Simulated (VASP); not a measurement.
Input of a VASP 6.6.1 run:

INCAR

```
SYSTEM = Cd5O4
ALGO = Fast
DIPOL = 0.5 0.5 0.500
EDIFF = 1E-6
EDIFFG = -0.01
ENCUT = 900
GGA = PE
IBRION = 2
IDIPOL = 3
ISIF = 2
ISMEAR = -1
LASPH = .True.
LCHARG = .False.
LDIPOL = .True.
LREAL = .False.
LWAVE = .False.
NELM = 60
NSW = 60
PREC = Accurate
SIGMA = 0.05
```

KPOINTS

```
k-points
0
Gamma
  7 7 1
  0 0 0
```

File POSCAR:

```
Cd5O4
1.0
    3.3207855765      0.0000000000      0.0000000000
   -1.6603927882      2.8758846698      0.0000000000
    0.0000000000      0.0000000000     25.8456402768
Cd O
5 4
Selective dynamics
Direct
    0.6666666667      0.3333333333      0.2901843375  F F F
    0.3333333333      0.6666666667      0.3950921687  F F F
    0.0000000000      0.0000000000      0.5000000000  T T T
    0.6666666667      0.3333333333      0.6049078313  T T T
    0.3333333333      0.6666666667      0.7098156625  T T T
    0.0000000000      0.0000000000      0.3426382531  F F F
    0.6666666667      0.3333333333      0.4475460844  F F F
    0.3333333333      0.6666666667      0.5524539156  T T T
    0.0000000000      0.0000000000      0.6573617469  T T T
```

Potentials or basis: VASP PAW PBE potentials, release 64 (Cd, O).

Run with:

```sh
$ cat potpaw_PBE.64/Cd/POTCAR potpaw_PBE.64/O/POTCAR > POTCAR
$ mpirun -np 1 vasp_std > vasp.out
```

**Question.** Predict the band gap on the k mesh.

**Answer.** None (metal or under the smearing width).

**Question.** Predict the energy gained by relaxing.

**Answer.** 9.3 meV/atom.

The path:
```csv
step,energy change (eV),largest force (eV/Å),pressure (GPa)
1,0.0000,0.5780,2.96
2,-0.0159,0.5997,2.80
3,-0.0212,0.5897,2.69
4,-0.0158,0.6364,2.49
5,-0.0219,0.5938,2.63
6,-0.0309,0.5849,2.50
7,-0.0439,0.5520,2.13
8,-0.0446,0.5447,2.04
9,-0.0539,0.5464,1.94
10,-0.0669,0.5537,1.64
11,-0.0754,0.5598,1.52
12,-0.0816,0.5733,1.33
13,-0.0816,0.5743,1.33
14,-0.0832,0.5606,1.28
15,-0.0838,0.5466,1.23
16,-0.0838,0.5455,1.22
17,-0.0838,0.5472,1.22
```
